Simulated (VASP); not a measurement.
# WC (P-6m2) in VASP: further runs

Runs on WC. Level: PBE. Tasks: relaxation of cell and atoms, vibrations by finite differences.

Program: VASP 6.6.1. These are calculated values, not measurements. Logs are shortened: lines on timing, memory, paths and dates and some standing lists are left out, and cuts for length are marked.

## Step 1: Starting point

Symmetry: P-6m2, No. 187, hexagonal system. Conventional cell: a = 2.907 Å, b = 2.907 Å, c = 2.837 Å, α = 90.00°, β = 90.00°, γ = 120.00°. Around W (site symmetry -6m2) lie 6 C at 2.20 Å. Around C (site symmetry -6m2) lie 6 W at 2.20 Å.

## Step 2: Relaxation of cell and atoms, PBE

Contents of INCAR:

```
ALGO     = Normal         # electronic algorithm
EDIFF    = 1E-7           # SCF threshold, eV
EDIFFG   = -0.002         # ionic threshold
ENCUT    = 520            # plane-wave cutoff, eV
GGA      = PE             # functional
IBRION   = 2              # ionic algorithm
ISIF     = 3              # what is computed and relaxed
ISMEAR   = 0              # smearing method
LASPH    = True           # aspherical terms in the spheres
LCHARG   = False          # write CHGCAR
LREAL    = False          # projectors in reciprocal space
LWAVE    = False          # write WAVECAR
NELM     = 80             # most SCF steps
NSW      = 80             # ionic steps
PREC     = Accurate       # precision mode
SIGMA    = 0.1            # smearing width, eV
```

Contents of KPOINTS:

```
k-points
0
Gamma
  3 3 4
```

Contents of POSCAR:

```
WC
1.0
    2.9065000000      0.0000000000      0.0000000000
   -1.4532500000      2.5171028400      0.0000000000
    0.0000000000      0.0000000000      2.8366000000
W C
1 1
Direct
    0.0000000000      0.0000000000      0.0000000000
    0.6666666700      0.3333333300      0.5000000000
```

Potentials or basis: VASP PAW PBE potentials, release 64 (W_sv, C).

Run with:

```console
> cat potpaw_PBE.64/W_sv/POTCAR potpaw_PBE.64/C/POTCAR > POTCAR
> mpirun -np 1 vasp_std > vasp.out
```

OUTCAR:

```text
EDIFF = 1E-7
   EDIFFG = -0.002
   ENCUT = 520
   GGA = PE
   IBRION = 2
   ISIF = 3
   ISMEAR = 0
   LASPH = True
   LREAL = False
   NELM = 80
   NSW = 80
   PREC = Accurate

 ion  position               nearest neighbor table
   1  0.000  0.000  0.000-   2 2.20   2 2.20   2 2.20   2 2.20   2 2.20   2 2.20
   2  0.667  0.333  0.500-   1 2.20   1 2.20   1 2.20   1 2.20   1 2.20   1 2.20

  LATTYP: Found a hexagonal cell.
 ALAT       =     2.9065000000
 C/A-ratio  =     0.9759504559

  Lattice vectors:

 A1 = (   2.9065000000,   0.0000000000,   0.0000000000)
 A2 = (  -1.4532500000,   2.5171028400,   0.0000000000)
 A3 = (   0.0000000000,   0.0000000000,   2.8366000000)

Analysis of symmetry for initial positions (statically):
=====================================================================
 Subroutine PRICEL returns:
 Original cell was already a primitive cell.

 Routine SETGRP: Setting up the symmetry group for a
 hexagonal supercell.

 Subroutine GETGRP returns: Found 12 space group operations
 (whereof 12 operations were pure point group operations)
 out of a pool of 24 trial point group operations.

The static configuration has the point symmetry D_3h.

Analysis of symmetry for dynamics (positions and initial velocities):
=====================================================================
 Subroutine PRICEL returns:
 Original cell was already a primitive cell.

 Routine SETGRP: Setting up the symmetry group for a
 hexagonal supercell.

 Subroutine GETGRP returns: Found 12 space group operations
 (whereof 12 operations were pure point group operations)
 out of a pool of 24 trial point group operations.

The dynamic configuration has the point symmetry D_3h.

 Subroutine INISYM returns: Found 12 space group operations
 (whereof 12 operations are pure point group operations),
 and found     1 'primitive' translations

----------------------------------------------------------------------------------------

                                     Primitive cell

  volume of cell :      20.7525

  direct lattice vectors                    reciprocal lattice vectors
     2.906500000  0.000000000  0.000000000     0.344056425  0.198641069  0.000000000
    -1.453250000  2.517102840  0.000000000     0.000000000  0.397282139  0.000000000
     0.000000000  0.000000000  2.836600000     0.000000000  0.000000000  0.352534725

  length of vectors
     2.906500000  2.906500003  2.836600000     0.397282139  0.397282139  0.352534725

  position of ions in fractional coordinates (direct lattice)
     0.000000000  0.000000000  0.000000000
     0.666666670  0.333333330  0.500000000

  ion indices of the primitive-cell ions
   primitive index   ion index
                 1           1
                 2           2

----------------------------------------------------------------------------------------

 KPOINTS: k-points

Automatic generation of k-mesh.
 Grid dimensions read from file:
 generate k-points for:    3    3    4

 Generating k-lattice:

  Cartesian coordinates                     Fractional coordinates (reciprocal lattice)
     0.114685475  0.066213690  0.000000000     0.333333333  0.000000000  0.000000000
     0.000000000  0.132427380  0.000000000     0.000000000  0.333333333  0.000000000
     0.000000000  0.000000000  0.088133681     0.000000000  0.000000000  0.250000000

  Length of vectors
     0.132427380  0.132427380  0.088133681

  Shift w.r.t. Gamma in fractional coordinates (k-lattice)
     0.000000000  0.000000000  0.000000000

 Subroutine IBZKPT returns following result:
 ===========================================

 Found      9 irreducible k-points:

 Following reciprocal coordinates:
            Coordinates               Weight
  0.000000  0.000000  0.000000      1.000000
  0.333333  0.000000  0.000000      6.000000
  0.333333  0.333333  0.000000      2.000000
  0.000000  0.000000  0.250000      2.000000
  0.333333  0.000000  0.250000     12.000000
  0.333333  0.333333  0.250000      4.000000
  0.000000  0.000000  0.500000      1.000000
  0.333333  0.000000  0.500000      6.000000
  0.333333  0.333333  0.500000      2.000000
   k-points           NKPTS =      9   k-points in BZ     NKDIM =      9   number of bands    NBANDS=     13
   number of dos      NEDOS =    301   number of ions     NIONS =      2
   total plane-waves  NPLWV =  13824
   dimension x,y,z NGX =    24 NGY =   24 NGZ =   24
   dimension x,y,z NGXF=    48 NGYF=   48 NGZF=   48
   ions per type =               1   1
   NGX,Y,Z   is equivalent  to a cutoff of  13.73, 13.73, 14.07 a.u.
   NGXF,Y,Z  is equivalent  to a cutoff of  27.46, 27.46, 28.13 a.u.
 SYSTEM =  unknown system
   PREC   = accura    normal or accurate (medium, high low for compatibility)
   ISTART =      0    job   : 0-new  1-cont  2-samecut
   ICHARG =      2    charge: 1-file 2-atom 10-const
   ISPIN  =      1    spin polarized calculation?
   LNONCOLLINEAR =      F non collinear calculations
   LSORBIT =      F    spin-orbit coupling
   LASPH  =      T    aspherical Exc in radial PAW
   ENCUT  =  520.0 eV  38.22 Ry    6.18 a.u.   5.40  5.40  5.27*2*pi/ulx,y,z
   NELM   =     80;   NELMIN=  2; NELMDL= -5     # of ELM steps
   EDIFF  = 0.1E-06   stopping-criterion for ELM
   LREAL  =      F    real-space projection
   EDIFFG = -.2E-02   stopping-criterion for IOM
   NSW    =     80    number of steps for IOM
   IBRION =      2    ionic relax: 0-MD 1-quasi-New 2-CG
   NFREE  =      1    steps in history (QN), initial steepest desc. (CG)
   ISIF   =      3    stress and relaxation
   ISYM   =      2    0-nonsym 1-usesym 2-fastsym
   POTIM  = 0.5000    time-step for ionic-motion
   TEBEG  =    0.0;   TEEND  =   0.0 temperature during run
   PSTRESS=    0.0 pullay stress
   NELECT =      18.0000    total number of electrons
   NUPDOWN=      -1.0000    fix difference up-down
   EMIN   =  10.00;   EMAX   =-10.00  energy-range for DOS
   EFERMI =   0.00;   METHOD = LEGACY
   ISMEAR =     0;   SIGMA  =   0.10  broadening in eV -4-tet -1-fermi 0-gaus
   EFERMI_NEDOS =   21; number of points for ismear=-14 and -15
   IALGO  =     38    algorithm
   IMIX   =      4    mixing-type and parameters
     AMIX     =   0.40;   BMIX     =  1.00
     AMIX_MAG =   1.60;   BMIX_MAG =  1.00
  volume/ion in A,a.u.               =      10.38        70.02
  Fermi-wavevector in a.u.,A,eV,Ry     =   1.561262  2.950358 33.164744  2.437540
  Thomas-Fermi vector in A             =   2.664353
   LORBIT       =      0    0 simple, 1 ext, 2 COOP (PROOUT), +10 PAW based schemes
   GGA     = PE    functional components
   LHFCALC =     F    Hartree Fock is set to
   AEXX    =    0.0000 exact exchange contribution
   IVDW    =     0    specifies the selected vdW correction
   LEPSILON=     F    determine dielectric tensor
   LRPA    =     F    only Hartree local field effects (RPA)
 conjugate gradient relaxation of ions
 non-spin polarized calculation
 Gauss-broadening in eV      SIGMA  =   0.10
  energy-cutoff  :      520.00
  volume of cell :       20.75
 maximum number of plane-waves:       575
 NGX is ok and might be reduce to    24
   NGX = 11   NGY = 11   NGZ = 11

--------------------------------------- Ionic step        1  -------------------------------------------

 number of electron      18.0000000 magnetization

 Free energy of the ion-electron system (eV)
  ---------------------------------------------------
  ext. energy  EPLUGINS =         0.00000000
  ---------------------------------------------------
  free energy    TOTEN  =       -22.18721547 eV

  energy without entropy =      -22.17787409  energy(sigma->0) =      -22.18254478

------------------------ aborting loop because EDIFF is reached ----------------------------------------

  FORCE on cell =-STRESS in cart. coord.  units (eV):
  Direction    XX          YY          ZZ          XY          YZ          ZX
  --------------------------------------------------------------------------------------
  -------------------------------------------------------------------------------------
  Total        1.5276018      1.5276019      1.0949511      0.0000000     -0.0000000      0.0000000
  in kB      117.9373520    117.9373523     84.5348800      0.0000000     -0.0000000      0.0000000
  external PRESSURE =     106.8031948 kB  Pullay stress =       0.0000000 kB

 VOLUME and BASIS-vectors are now :
 -----------------------------------------------------------------------------
  energy-cutoff  :      520.00
  volume of cell :       20.75
      direct lattice vectors                 reciprocal lattice vectors
     2.906500000  0.000000000  0.000000000     0.344056425  0.198641069  0.000000000
    -1.453250000  2.517102840  0.000000000     0.000000000  0.397282139  0.000000000
     0.000000000  0.000000000  2.836600000     0.000000000  0.000000000  0.352534725
[... 217 lines left out ...]
 POSITION                                       TOTAL-FORCE (eV/Angst)
 -----------------------------------------------------------------------------------
      1.47330      2.55183     -0.00000         0.000000     -0.000000      0.000000
      1.47330      0.85061      1.41660        -0.000000      0.000000      0.000000
 -----------------------------------------------------------------------------------
    total drift:                               -0.000003      0.000002     -0.000000

  FREE ENERGIE OF THE ION-ELECTRON SYSTEM (eV)
  ---------------------------------------------------
  free  energy   TOTEN  =       -22.2093406358 eV

  energy  without entropy=      -22.2035786570  energy(sigma->0) =      -22.20645965

--------------------------------------- Ionic step        8  -------------------------------------------

 number of electron      18.0000002 magnetization

 Free energy of the ion-electron system (eV)
  ---------------------------------------------------
  ext. energy  EPLUGINS =         0.00000000
  ---------------------------------------------------
  free energy    TOTEN  =       -22.20939450 eV

  energy without entropy =      -22.20363937  energy(sigma->0) =      -22.20651693

 E-fermi :  11.3121     XC(G=0): -13.6429

 val. band max:       11.2681084669   @ k =   0.0000   0.0000   0.2500
 cond. band min:      11.4413635679   @ k =   0.3333   0.3333   0.0000
 fundamental gap:      0.1732551010
 Fermi energy:        11.3121077599

 k-point     1 :       0.0000    0.0000    0.0000
  band No.  band energies     occupation
      1     -63.3369      2.00000
      2     -27.3285      2.00000
      3     -27.2330      2.00000
      4     -27.2330      2.00000
      5      -3.5640      2.00000
      6       6.5344      2.00000
      7       7.3807      2.00000
      8       7.3807      2.00000
      9      10.9140      2.00000
     10      13.8334      0.00000
     11      13.8334      0.00000
     12      16.2214      0.00000
     13      16.2214      0.00000

 k-point     2 :       0.3333    0.0000    0.0000
  band No.  band energies     occupation
      1     -63.3009      2.00000
      2     -27.7694      2.00000
      3     -27.3583      2.00000
      4     -27.2583      2.00000
      5      -1.3541      2.00000
      6       4.5003      2.00000
      7       7.5951      2.00000
      8       7.9211      2.00000
      9       9.3659      2.00000
     10      13.2072      0.00000
     11      14.2428      0.00000
[... 134 lines left out ...]
 POSITION                                       TOTAL-FORCE (eV/Angst)
 -----------------------------------------------------------------------------------
      0.00000     -0.00000      0.00000         0.000000      0.000000      0.000000
      1.47403      0.85103      1.41725        -0.000000     -0.000000      0.000000
 -----------------------------------------------------------------------------------
    total drift:                               -0.000003      0.000002     -0.000000

  FREE ENERGIE OF THE ION-ELECTRON SYSTEM (eV)
  ---------------------------------------------------
  free  energy   TOTEN  =       -22.2093945045 eV

  energy  without entropy=      -22.2036393654  energy(sigma->0) =      -22.20651693

 reached required accuracy - stopping structural energy minimisation
```

Run time: 22 s. Hardware: 1 thread of Intel Xeon Platinum 8488C (Sapphire Rapids), shared host; peak memory 0.14 GiB.

Results:

* Free energy: -22.2094 eV
* Relaxed volume: 10.67 Å³/atom
* Relaxed cell: a = 2.948 Å, b = 2.948 Å, c = 2.835 Å, α = 90.00°, β = 90.00°, γ = 120.00°
* Space group after relaxing (to 0.05 Å): P-6m2 (No. 187)
* Energy gained by relaxing: 11.1 meV/atom
* Ionic steps: 8
* Pressure after relaxing: 0.0 GPa
* Band gap on the k mesh: none (metal or under the smearing width)

The path:
```csv
step,energy change (eV),largest force (eV/Å),pressure (GPa),volume (Å³)
1,0.0000,0.0000,10.68,20.75
2,0.1014,0.0000,-23.46,22.90
3,-0.0191,0.0000,-0.60,21.34
4,-0.0191,0.0000,-0.33,21.33
5,-0.0221,0.0000,-0.26,21.35
6,-0.0222,0.0000,-0.26,21.35
7,-0.0221,0.0000,0.56,21.30
8,-0.0222,0.0000,0.01,21.33
```

Final structure:
```
W C
1.0
     2.94805    0.00000    0.00000
    -1.47403    2.55309    0.00000
     0.00000    0.00000    2.83450
W C
1 1
Direct
  0.00000 0.00000 0.00000
  0.66667 0.33333 0.50000
```

Caveat: the k mesh is coarse (spacing up to 0.83 Å⁻¹), so the values aren't converged. PBE usually gives volumes a little too large and moduli too small.

(Part 1 of 2 ends here.)
